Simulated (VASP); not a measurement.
# Na (Fm-3m) in VASP: a series of runs

Aim: see how the results for Na move with the level of theory and the settings. Levels: PBE, r2SCAN. Tasks: single point.

All numbers are computed with VASP 6.6.1; they aren't measurements. Logs are shortened: lines on timing, memory, paths and dates and some standing lists are left out, and cuts for length are marked.

## 1. The structure

Symmetry: Fm-3m, No. 225, cubic system. Conventional cell: a = 5.329 Å, b = 5.329 Å, c = 5.329 Å, α = 90.00°, β = 90.00°, γ = 90.00°. Around Na (site symmetry m-3m) lie 12 Na at 3.77 Å.

The cell was built by a generator and needn't be a form met in nature.

## 2. Single point, PBE

Input file INCAR:

```
ALGO     = Normal         # electronic algorithm
EDIFF    = 1E-6           # SCF threshold, eV
ENCUT    = 520            # plane-wave cutoff, eV
GGA      = PE             # functional
ISIF     = 2              # what is computed and relaxed
ISMEAR   = 0              # smearing method
LASPH    = T              # aspherical terms in the spheres
LCHARG   = F              # write CHGCAR
LREAL    = F              # projectors in reciprocal space
LWAVE    = F              # write WAVECAR
NBANDS   = 10             # bands
NELM     = 100            # most SCF steps
PREC     = Accurate       # precision mode
SIGMA    = 0.05           # smearing width, eV
```

Input file KPOINTS:

```
k-points
0
Gamma
  6 6 6
```

Input file POSCAR:

```
Na
1.0
    0.0000000000      2.6647334078      2.6647334078
    2.6647334078      0.0000000000      2.6647334078
    2.6647334078      2.6647334078      0.0000000000
Na
1
Direct
    0.0000000000      0.0000000000      0.0000000000
```

Potentials or basis: VASP PAW PBE potentials, release 64 (Na_pv).

Command:

```sh
> cat potpaw_PBE.64/Na_pv/POTCAR > POTCAR
> mpirun -np 1 vasp_std > vasp.out
```

OUTCAR:

```text
EDIFF = 1E-6
   ENCUT = 520
   GGA = PE
   ISIF = 2
   ISMEAR = 0
   LASPH = T
   LREAL = F
   NELM = 100
   PREC = Accurate

 ion  position               nearest neighbor table
   1  0.000  0.000  0.000-

  LATTYP: Found a face centered cubic cell.
 ALAT       =     5.3294668156

  Lattice vectors:

 A1 = (   0.0000000000,   2.6647334078,   2.6647334078)
 A2 = (   2.6647334078,   0.0000000000,   2.6647334078)
 A3 = (   2.6647334078,   2.6647334078,   0.0000000000)

Analysis of symmetry for initial positions (statically):
=====================================================================
 Subroutine PRICEL returns:
 Original cell was already a primitive cell.

 Routine SETGRP: Setting up the symmetry group for a
 face centered cubic supercell.

 Subroutine GETGRP returns: Found 48 space group operations
 (whereof 48 operations were pure point group operations)
 out of a pool of 48 trial point group operations.

The static configuration has the point symmetry O_h .

Analysis of symmetry for dynamics (positions and initial velocities):
=====================================================================
 Subroutine PRICEL returns:
 Original cell was already a primitive cell.

 Routine SETGRP: Setting up the symmetry group for a
 face centered cubic supercell.

 Subroutine GETGRP returns: Found 48 space group operations
 (whereof 48 operations were pure point group operations)
 out of a pool of 48 trial point group operations.

The dynamic configuration has the point symmetry O_h .

 Subroutine INISYM returns: Found 48 space group operations
 (whereof 48 operations are pure point group operations),
 and found     1 'primitive' translations

----------------------------------------------------------------------------------------

                                     Primitive cell

  volume of cell :      37.8435

  direct lattice vectors                    reciprocal lattice vectors
     0.000000000  2.664733408  2.664733408    -0.187636031  0.187636031  0.187636031
     2.664733408  0.000000000  2.664733408     0.187636031 -0.187636031  0.187636031
     2.664733408  2.664733408  0.000000000     0.187636031  0.187636031 -0.187636031

  length of vectors
     3.768502125  3.768502125  3.768502125     0.324995139  0.324995139  0.324995139

  position of ions in fractional coordinates (direct lattice)
     0.000000000  0.000000000  0.000000000

  ion indices of the primitive-cell ions
   primitive index   ion index
                 1           1

----------------------------------------------------------------------------------------

 KPOINTS: k-points

Automatic generation of k-mesh.
 Grid dimensions read from file:
 generate k-points for:    6    6    6

 Generating k-lattice:

  Cartesian coordinates                     Fractional coordinates (reciprocal lattice)
    -0.031272672  0.031272672  0.031272672     0.166666667  0.000000000  0.000000000
     0.031272672 -0.031272672  0.031272672     0.000000000  0.166666667  0.000000000
     0.031272672  0.031272672 -0.031272672     0.000000000  0.000000000  0.166666667

  Length of vectors
     0.054165856  0.054165856  0.054165856

  Shift w.r.t. Gamma in fractional coordinates (k-lattice)
     0.000000000  0.000000000  0.000000000

 Subroutine IBZKPT returns following result:
 ===========================================

 Found     16 irreducible k-points:

 Following reciprocal coordinates:
            Coordinates               Weight
  0.000000  0.000000  0.000000      1.000000
  0.166667  0.000000  0.000000      8.000000
  0.333333  0.000000  0.000000      8.000000
  0.500000  0.000000  0.000000      4.000000
  0.166667  0.166667  0.000000      6.000000
  0.333333  0.166667  0.000000     24.000000
[... 8 lines left out ...]
 -0.333333  0.333333  0.166667     24.000000
 -0.333333  0.500000  0.166667     12.000000
   k-points           NKPTS =     16   k-points in BZ     NKDIM =     16   number of bands    NBANDS=     10
   number of dos      NEDOS =    301   number of ions     NIONS =      1
   total plane-waves  NPLWV =  21952
   dimension x,y,z NGX =    28 NGY =   28 NGZ =   28
   dimension x,y,z NGXF=    56 NGYF=   56 NGZF=   56
   ions per type =               1
   NGX,Y,Z   is equivalent  to a cutoff of  12.35, 12.35, 12.35 a.u.
   NGXF,Y,Z  is equivalent  to a cutoff of  24.70, 24.70, 24.70 a.u.
 SYSTEM =  unknown system
   PREC   = accura    normal or accurate (medium, high low for compatibility)
   ISTART =      0    job   : 0-new  1-cont  2-samecut
   ICHARG =      2    charge: 1-file 2-atom 10-const
   ISPIN  =      1    spin polarized calculation?
   LNONCOLLINEAR =      F non collinear calculations
   LSORBIT =      F    spin-orbit coupling
   LASPH  =      T    aspherical Exc in radial PAW
   ENCUT  =  520.0 eV  38.22 Ry    6.18 a.u.   7.01  7.01  7.01*2*pi/ulx,y,z
   NELM   =    100;   NELMIN=  2; NELMDL= -5     # of ELM steps
   EDIFF  = 0.1E-05   stopping-criterion for ELM
   LREAL  =      F    real-space projection
   EDIFFG = 0.1E-04   stopping-criterion for IOM
   NSW    =      0    number of steps for IOM
   IBRION =     -1    ionic relax: 0-MD 1-quasi-New 2-CG
   NFREE  =      0    steps in history (QN), initial steepest desc. (CG)
   ISIF   =      2    stress and relaxation
   ISYM   =      2    0-nonsym 1-usesym 2-fastsym
   POTIM  = 0.5000    time-step for ionic-motion
   TEBEG  =    0.0;   TEEND  =   0.0 temperature during run
   PSTRESS=    0.0 pullay stress
   NELECT =       7.0000    total number of electrons
   NUPDOWN=      -1.0000    fix difference up-down
   EMIN   =  10.00;   EMAX   =-10.00  energy-range for DOS
   EFERMI =   0.00;   METHOD = LEGACY
   ISMEAR =     0;   SIGMA  =   0.05  broadening in eV -4-tet -1-fermi 0-gaus
   EFERMI_NEDOS =   21; number of points for ismear=-14 and -15
   IALGO  =     38    algorithm
   IMIX   =      4    mixing-type and parameters
     AMIX     =   0.40;   BMIX     =  1.00
     AMIX_MAG =   1.60;   BMIX_MAG =  1.00
  volume/ion in A,a.u.               =      37.84       255.38
  Fermi-wavevector in a.u.,A,eV,Ry     =   0.932775  1.762690 11.838020  0.870070
  Thomas-Fermi vector in A             =   2.059408
   LORBIT       =      0    0 simple, 1 ext, 2 COOP (PROOUT), +10 PAW based schemes
   GGA     = PE    functional components
   LHFCALC =     F    Hartree Fock is set to
   AEXX    =    0.0000 exact exchange contribution
   IVDW    =     0    specifies the selected vdW correction
   LEPSILON=     F    determine dielectric tensor
   LRPA    =     F    only Hartree local field effects (RPA)
 non-spin polarized calculation
 Gauss-broadening in eV      SIGMA  =   0.05
  energy-cutoff  :      520.00
  volume of cell :       37.84
 maximum number of plane-waves:      1034
   NGX = 13   NGY = 13   NGZ = 13

 number of electron       6.9999994 magnetization

 Free energy of the ion-electron system (eV)
  ---------------------------------------------------
  ext. energy  EPLUGINS =         0.00000000
  ---------------------------------------------------
  free energy    TOTEN  =        -1.29883491 eV

  energy without entropy =       -1.29658117  energy(sigma->0) =       -1.29770804

 E-fermi :   0.0218     XC(G=0):  -6.4484

 val. band max:       -0.0069352411   @ k =   0.5000   0.3333   0.1667
 cond. band min:       0.5582831311   @ k =   0.5000   0.1667   0.0000
 fundamental gap:      0.5652183721
 Fermi energy:         0.0217810516

 k-point     1 :       0.0000    0.0000    0.0000
  band No.  band energies     occupation
      1     -24.6431      2.00000
      2     -24.6431      2.00000
      3     -24.6431      2.00000
      4      -2.9658      2.00000
      5      11.2396      0.00000
      6      11.2396      0.00000
      7      11.2396      0.00000
      8      12.3228      0.00000
      9      12.7524      0.00000
     10      12.7524      0.00000

 k-point     2 :       0.1667    0.0000    0.0000
  band No.  band energies     occupation
      1     -24.6513      2.00000
      2     -24.6442      2.00000
      3     -24.6442      2.00000
      4      -2.5113      2.00000
      5       7.6262      0.00000
      6      10.6427      0.00000
      7      10.6427      0.00000
      8      11.9112      0.00000
      9      13.7551      0.00000
     10      13.7554      0.00000

 k-point     3 :       0.3333    0.0000    0.0000
  band No.  band energies     occupation
      1     -24.6675      2.00000
      2     -24.6465      2.00000
      3     -24.6465      2.00000
      4      -1.1707      2.00000
      5       3.9775      0.00000
      6      10.2564      0.00000
      7      10.2565      0.00000
      8      11.3955      0.00000
      9      12.0673      0.00000
     10      12.0673      0.00000

 k-point     4 :       0.5000    0.0000    0.0000
  band No.  band energies     occupation
      1     -24.6755      2.00000
      2     -24.6477      2.00000
      3     -24.6476      2.00000
      4       0.8230      0.00000
      5       1.2097      0.00000
      6      10.2892      0.00000
      7      10.2893      0.00000
      8      11.2893      0.00000
      9      11.2893      0.00000
     10      11.3543      0.00000

 k-point     5 :       0.1667    0.1667    0.0000
  band No.  band energies     occupation
      1     -24.6510      2.00000
      2     -24.6461      2.00000
      3     -24.6461      2.00000
      4      -2.3606      2.00000
      5       8.8050      0.00000
      6       9.3017      0.00000
      7       9.3017      0.00000
      8      10.4040      0.00000
      9      12.0263      0.00000
     10      15.7640      0.00000

 k-point     6 :       0.3333    0.1667    0.0000
  band No.  band energies     occupation
      1     -24.6629      2.00000
      2     -24.6488      2.00000
      3     -24.6487      2.00000
      4      -1.3179      2.00000
      5       5.4503      0.00000
      6       8.4690      0.00000
      7       8.6810      0.00000
      8       9.6630      0.00000
      9      12.6437      0.00000
     10      14.9580      0.00000
[... 79 lines left out ...]
 k-point    13 :       0.5000    0.5000    0.0000
  band No.  band energies     occupation
      1     -24.6737      2.00000
      2     -24.6551      2.00000
      3     -24.6551      2.00000
      4       2.0181      0.00000
      5       2.5562      0.00000
      6       6.4795      0.00000
      7       7.3101      0.00000
      8       7.3101      0.00000
      9       9.1971      0.00000
     10      19.9519      0.00000

 k-point    14 :       0.5000    0.3333    0.1667
  band No.  band energies     occupation
      1     -24.6672      2.00000
      2     -24.6563      2.00000
      3     -24.6504      2.00000
      4      -0.0069      1.58333
      5       4.6903      0.00000
      6       5.4492      0.00000
      7       7.0912      0.00000
      8      11.2996      0.00000
      9      12.6975      0.00000
     10      13.5438      0.00000

 k-point    15 :      -0.3333    0.3333    0.1667
  band No.  band energies     occupation
      1     -24.6683      2.00000
      2     -24.6602      2.00000
      3     -24.6523      2.00000
      4       1.9078      0.00000
      5       2.3474      0.00000
      6       5.2016      0.00000
      7       6.1834      0.00000
      8      12.2532      0.00000
      9      12.2891      0.00000
     10      15.3561      0.00000

 k-point    16 :      -0.3333    0.5000    0.1667
  band No.  band energies     occupation
      1     -24.6690      2.00000
      2     -24.6597      2.00000
      3     -24.6552      2.00000
      4       2.5491      0.00000
      5       3.0457      0.00000
      6       4.1492      0.00000
      7       5.3585      0.00000
      8      10.7693      0.00000
      9      12.1884      0.00000
     10      15.7088      0.00000

------------------------ aborting loop because EDIFF is reached ----------------------------------------

  FORCE on cell =-STRESS in cart. coord.  units (eV):
  Direction    XX          YY          ZZ          XY          YZ          ZX
  --------------------------------------------------------------------------------------
  -------------------------------------------------------------------------------------
  Total       -0.0368733     -0.0368733     -0.0368733      0.0000000      0.0000000     -0.0000000
  in kB       -1.5611028     -1.5611028     -1.5611028      0.0000000      0.0000000     -0.0000000
  external PRESSURE =      -1.5611028 kB  Pullay stress =       0.0000000 kB

 VOLUME and BASIS-vectors are now :
 -----------------------------------------------------------------------------
  energy-cutoff  :      520.00
  volume of cell :       37.84
      direct lattice vectors                 reciprocal lattice vectors
     0.000000000  2.664733408  2.664733408    -0.187636031  0.187636031  0.187636031
     2.664733408  0.000000000  2.664733408     0.187636031 -0.187636031  0.187636031
     2.664733408  2.664733408  0.000000000     0.187636031  0.187636031 -0.187636031

 POSITION                                       TOTAL-FORCE (eV/Angst)
 -----------------------------------------------------------------------------------
      0.00000      0.00000      0.00000        -0.000000      0.000000     -0.000000
 -----------------------------------------------------------------------------------
    total drift:                               -0.000000     -0.000000     -0.000000

  FREE ENERGIE OF THE ION-ELECTRON SYSTEM (eV)
  ---------------------------------------------------
  free  energy   TOTEN  =        -1.2988349099 eV

  energy  without entropy=       -1.2965811689  energy(sigma->0) =       -1.29770804
```

Run time: 10 s. Hardware: 1 thread of AMD EPYC 7R43 (Zen 3), shared host; peak memory 0.11 GiB.

Results:

```yaml
Free_energy: -1.2988 eV
Pressure: -0.2 GPa
Band_gap_on_the_k_mesh: none (metal or under the smearing width)
```

## 3. Single point, r2SCAN

This run uses another cell than the first one, of 37.71 Å³/atom, 0.996 times its volume.

Input file POSCAR:

```
Na
1.0
    0.0000000000      2.6615583925      2.6615583925
    2.6615583925      0.0000000000      2.6615583925
    2.6615583925      2.6615583925      0.0000000000
Na
1
Direct
    0.0000000000      0.0000000000      0.0000000000
```

Input file INCAR.step1:

```
SYSTEM = Na
PREC     = Accurate       ! precision mode
ENCUT    = 520            ! plane-wave cutoff, eV
ISMEAR   = 0              ! smearing method
SIGMA    = 0.05           ! smearing width, eV
LREAL    = .FALSE.        ! projectors in reciprocal space
LASPH    = .TRUE.         ! aspherical terms in the spheres
NELM     = 100            ! most SCF steps
NBANDS   = 10             ! bands
GGA      = PE             ! functional
ALGO     = Normal         ! electronic algorithm
EDIFF    = 1E-4           ! SCF threshold, eV
LWAVE    = .TRUE.         ! write WAVECAR
LCHARG   = .FALSE.        ! write CHGCAR
```

Input file INCAR.step2:

```
SYSTEM = Na
PREC     = Accurate       ! precision mode
ENCUT    = 520            ! plane-wave cutoff, eV
EDIFF    = 1E-6           ! SCF threshold, eV
ISMEAR   = 0              ! smearing method
SIGMA    = 0.05           ! smearing width, eV
LREAL    = .FALSE.        ! projectors in reciprocal space
LASPH    = .TRUE.         ! aspherical terms in the spheres
NELM     = 100            ! most SCF steps
ALGO     = Normal         ! electronic algorithm
ISIF     = 2              ! what is computed and relaxed
LWAVE    = .FALSE.        ! write WAVECAR
LCHARG   = .FALSE.        ! write CHGCAR
METAGGA  = R2SCAN         ! meta-GGA
LMIXTAU  = .TRUE.       
NBANDS   = 10             ! bands
ISTART   = 1
```

Input file KPOINTS:

```
regular mesh
0
G
  14 14 14
  0 0 0
```

Potentials or basis: VASP PAW PBE potentials, release 64 (Na_pv).

Command:

```sh
> cat potpaw_PBE.64/Na_pv/POTCAR > POTCAR
> cp INCAR.step1 INCAR
> mpirun -np 1 vasp_std > vasp.out
> cp INCAR.step2 INCAR
> mpirun -np 1 vasp_std > vasp.out
```

Run time: 6.1 min. Hardware: 1 thread of AMD EPYC 7R43 (Zen 3), shared host; peak memory 0.13 GiB.

The run converged. Its results:

```yaml
Free_energy: -3.5556 eV
Pressure: 0.0 GPa
Band_gap_on_the_k_mesh: none (metal or under the smearing width)
```

Levels at points of the mesh, in eV from the Fermi level:
```tsv
k point	band 1	band 2	band 3	band 4	band 5	band 6	band 7	band 8	band 9
(0.00, 0.00, 0.00)	-26.01	-26.01	-26.01	-3.44	11.67	11.67	11.67	12.95	13.71
(0.50, 0.00, 0.00)	-26.05	-26.02	-26.02	0.51	1.17	10.67	10.67	11.94	12.13
(0.50, 0.50, 0.00)	-26.04	-26.02	-26.02	1.84	2.52	6.54	7.69	7.69	10.08
```

Caveat: the PAW data sets were made with another functional, which shifts forces and pressure a little.
